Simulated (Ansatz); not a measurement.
# ZnS (P6_3mc), generalised stacking fault

Level of theory: DFT r2SCAN, scalar-relativistic, plane waves, PAW in Ansatz 0.2.0. Cutoff 500 eV, Γ-centred 7×7×2 k-points, Gaussian smearing of 0.05 eV. No spin polarisation. Energies are free energies at this smearing, counted from the undisturbed cell; pressure is positive in compression.

Reference structure (relaxed at this level):

```
Zn S
1.0
    -3.80672    0.00000    0.00000
    -1.90336   -3.29672    0.00000
     0.00000    0.00000   12.49147
Zn S
4 4
Direct
  0.33333 0.33333 0.90644
  0.33333 0.33333 0.40644
  0.66667 0.66667 0.15644
  0.66667 0.66667 0.65644
  0.33333 0.33333 0.09356
  0.33333 0.33333 0.59356
  0.66667 0.66667 0.34356
  0.66667 0.66667 0.84356
```

The cut lies on the cell's a–b face, a (0 0 1) plane (indices in the standard cell, whose axes needn't be the Cartesian ones shown) of area 12.55 Å², between layers 2.34 Å apart. Vector c is tilted by f times 1·a + 1·b (length 6.593 Å) with the atoms' Cartesian places fixed: one unrelaxed fault a cell.

```
     f  γ (mJ/m²)
0.0000          0
0.0833        137
0.1667        581
0.2500       1150
0.3333       1403
0.4167       1232
0.5000        990
0.5833        906
0.6667        932
0.7500        813
0.8333        456
0.9167        120
```

(1) Predict the gap on the mesh (eV) at each point.

Answers

(1)
| f | gap on the mesh (eV) |
| --- | --- |
| 0.0000 | 2.78 |
| 0.0833 | 2.65 |
| 0.1667 | 2.35 |
| 0.2500 | 1.93 |
| 0.3333 | 1.72 |
| 0.4167 | 1.86 |
| 0.5000 | 2.06 |
| 0.5833 | 2.15 |
| 0.6667 | 2.17 |
| 0.7500 | 2.23 |
| 0.8333 | 2.48 |
| 0.9167 | 2.70 |

Cost: 12 runs of about 9.6 core-minutes in all, on Arm Neoverse V2 (shared hosts).